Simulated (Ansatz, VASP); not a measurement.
**One calculation of KCl, two programs**

File INCAR:

```
SYSTEM = KCl
  ALGO = Normal
  EDIFF = 1E-8
  ENCUT = 520
  GGA = PS
  ISIF = 2
  ISMEAR = -1
  LASPH = .TRUE.
  LCHARG = .FALSE.
  LEFG = .TRUE.
  LREAL = .FALSE.
  LWAVE = .FALSE.
  NBANDS = 15
  NELM = 100
  PREC = Accurate
  SIGMA = 0.03
```

The input KPOINTS:

```
k-points
0
G
  7 7 7
  0 0 0
```

POSCAR

```
KCl
1.0
    0.0000000000      3.1976323944      3.1976323944
    3.1976323944      0.0000000000      3.1976323944
    3.1976323944      3.1976323944      0.0000000000
K Cl
1 1
Direct
    0.0000000000      0.0000000000      0.0000000000
    0.5000000000      0.5000000000      0.5000000000
```

Input for Ansatz:

```yaml
crystal:
  lattice:
    - [0.0, 3.1976323944, 3.1976323944]
    - [3.1976323944, 0.0, 3.1976323944]
    - [3.1976323944, 3.1976323944, 0.0]
  atoms:
    - { symbol: K, position: [0.0, 0.0, 0.0] }
    - { symbol: Cl, position: [0.5, 0.5, 0.5] }
kpoints:
  mp_grid: { grid: [7, 7, 7] }
scf:
  occupations: { method: fermi_dirac, width: 0.03 }
hamiltonian:
  xc: pbesol
  pseudopotentials: { kind: paw }
output:
  forces: true
  stress: true
  eigenvalues: true
  efg: { contact_densities: true }
```

Change from the starting cell: functional pbesol, volume scaled by 1.04, PAW files.

Alike in both runs: task electric field gradients; functional PBEsol; k mesh 7 × 7 × 7; occupations fermi-dirac, width 0.03 eV; no spin polarisation.

|  | VASP | Ansatz |
| --- | --- | --- |
| version | VASP 6.6.1 | Ansatz 0.2.0 |
| potentials or method | VASP PAW PBE potentials, release 64 (K_sv, Cl) | PAW with Ansatz's default frozen-core files, scalar-relativistic |
| plane-wave cutoff (eV) | 520 | 420 |
| valence electrons in the cell | 16 | 16 |

|  | VASP | Ansatz | Ansatz less VASP |
| --- | --- | --- | --- |
| gap on the k mesh at the Fermi level (eV) | 4.88 | 4.88 | +0.003 |
| pressure (GPa) | -1.1 | -1.1 | -0.03 |
| Vzz of the field gradient on the site that differs most (V/Å²) | 0.0 | 0.0 | 0.00 |

Caveats: the PAW data sets were made with another functional, which shifts forces and pressure a little (VASP); an odd mesh through Γ misses points on the zone boundary, where band edges often lie.
